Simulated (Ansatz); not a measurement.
The system is Al2O3 (Corundum).

```
CELL_PARAMETERS angstrom
2.38025 1.37424 4.33187
-2.38025 1.37424 4.33187
0.00000 -2.74848 4.33187
ATOMIC_POSITIONS crystal
Al 0.85216 0.85216 0.85216
Al 0.64784 0.64784 0.64784
Al 0.14784 0.14784 0.14784
Al 0.35216 0.35216 0.35216
O 0.05668 0.75000 0.44332
O 0.75000 0.44332 0.05668
O 0.44332 0.05668 0.75000
O 0.94332 0.25000 0.55668
O 0.25000 0.55668 0.94332
O 0.55668 0.94332 0.25000
```

- Program: Ansatz 0.2.0
- Task: relaxation of cell and atoms
- Functional: LDA
- Potentials or basis: Ansatz PAW
- Cutoff: 420 eV (not typed: the program's choice for these potentials)
- k mesh: 7 × 7 × 7
- Occupations: fermi-dirac, width 0.05 eV
- Spin: no spin polarisation

At the start: volume 8.50 Å³/atom.

**Question.** Where does the relaxation end?

**Answer.** It ends after 8 steps and the volume is 8.32 Å³/atom (-2.1 %); space group R-3c (No. 167, to 0.05 Å).

Step by step:
```tsv
step	energy change (eV)	largest force (eV/Å)	volume (Å³)
1	0.0000	0.1125	85.02
2	-0.0269	0.0686	84.23
3	-0.0427	0.0549	83.31
4	-0.0431	0.0305	83.30
5	-0.0431	0.0001	83.31
6	-0.0319	0.0006	83.31
7	-0.0325	0.0002	83.23
8	-0.0321	0.0002	83.23
```

Final structure:
```
Al O
1.0
     2.36458    1.36519    4.29729
    -2.36458    1.36519    4.29729
     0.00000   -2.73038    4.29729
Al O
4 6
Direct
  0.85202 0.85202 0.85202
  0.64798 0.64798 0.64798
  0.14798 0.14798 0.14798
  0.35202 0.35202 0.35202
  0.05586 0.75000 0.44414
  0.75000 0.44414 0.05586
  0.44414 0.05586 0.75000
  0.94414 0.25000 0.55586
  0.25000 0.55586 0.94414
  0.55586 0.94414 0.25000
```

Caveat: the plane-wave basis is chosen anew once the cell has moved, so the energies of steps on either side of that aren't comparable; the pressure holds a Pulay correction of +1.2 GPa for the finite cutoff; the PAW data sets come from PBE, with cores solved anew for the run's functional, which leaves a small shift of forces and pressure.
